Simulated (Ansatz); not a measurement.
Strain and the gap of LiCl (Fm-3m)

LiCl (started from an entry of an open crystallographic database), relaxed with r2SCAN in Ansatz. It is cubic, Fm-3m (No. 225); conventional cell a = 5.112 Å, 16.70 Å³ an atom. Li has 6 Cl at 2.56 Å; Cl has 6 Li at 2.56 Å.

The axes x, y and z are those of this cell:
```
Li Cl
1.0
     0.00000    2.55603    2.55603
     2.55603    0.00000    2.55603
     2.55603    2.55603    0.00000
Li Cl
1 1
Direct
  0.00000 0.00000 0.00000
  0.50000 0.50000 0.50000
```

Unstrained: With PBE the valence top lies at Γ–K (0.19 of the way from Γ) and the conduction bottom at Γ, 6.384 eV higher; the smallest vertical gap, at Γ, is 6.387 eV. Least and direct gap differ so little that the kind isn't settled. The r2SCAN gap is indirect, 7.291 eV (Γ–K (0.19 of the way from Γ) to Γ), below the direct gap of 7.291 eV at Γ. Least and direct gap differ so little that the kind isn't settled. HSE06 gives an indirect gap of 7.785 eV, from Γ–K (0.19 of the way from Γ) to Γ; the least direct gap is 7.787 eV at Γ. Least and direct gap differ so little that the kind isn't settled. Meshes: PBE 8×8×8, r2SCAN 8×8×8, HSE06 6×6×6. Strains are changes of length per length. After each strain the atoms were relaxed again with r2SCAN within the symmetry that the strain leaves, so tilts or polar shifts that break it weren't tested; points keep the names that they have in the unstrained zone. No spin polarisation and no zero-point or thermal motion.

Changes of the least gap in eV (an overlap counts as a negative gap):

| strain | volume change (%) | space group | PBE | r2SCAN | HSE06 | energy rise, r2SCAN (meV/atom) |
| --- | --- | --- | --- | --- | --- | --- |
| uniaxial +2.54 % along y | +2.5 | I4/mmm | -0.181 | -0.195 | -0.193 | 1.8 |
| isotropic +4.52 % on every length | +14.2 | Fm-3m | -0.698 | -0.755 | -0.741 | 28.6 |

Uniaxial +2.54 % along y, other directions held. HSE06: the gap goes from 7.785 to 7.592 eV (-0.193 eV); least and direct gap lie within 0.04 eV, so its kind isn't settled. Stress change with r2SCAN, compression positive: xx -0.52, yy -1.32, zz -0.52 GPa.

Isotropic +4.52 % on every length. r2SCAN: the gap goes from 7.291 to 6.536 eV (-0.755 eV); least and direct gap lie within 0.04 eV, so its kind isn't settled. HSE06: the gap goes from 7.785 to 7.044 eV (-0.741 eV). Stress change with r2SCAN, compression positive: xx -3.46, yy -3.46, zz -3.46 GPa. For HSE06, dE_g/d ln V = -5.6 eV over this step.

Where an edge lies off the special points, it is a point of the mesh or the k point where a search put PBE's edge or least direct gap, reused for the other functionals, whose own edges may lie a little apart.

The meshes of the hybrids are coarse, so their gaps aren't converged to the digits shown.
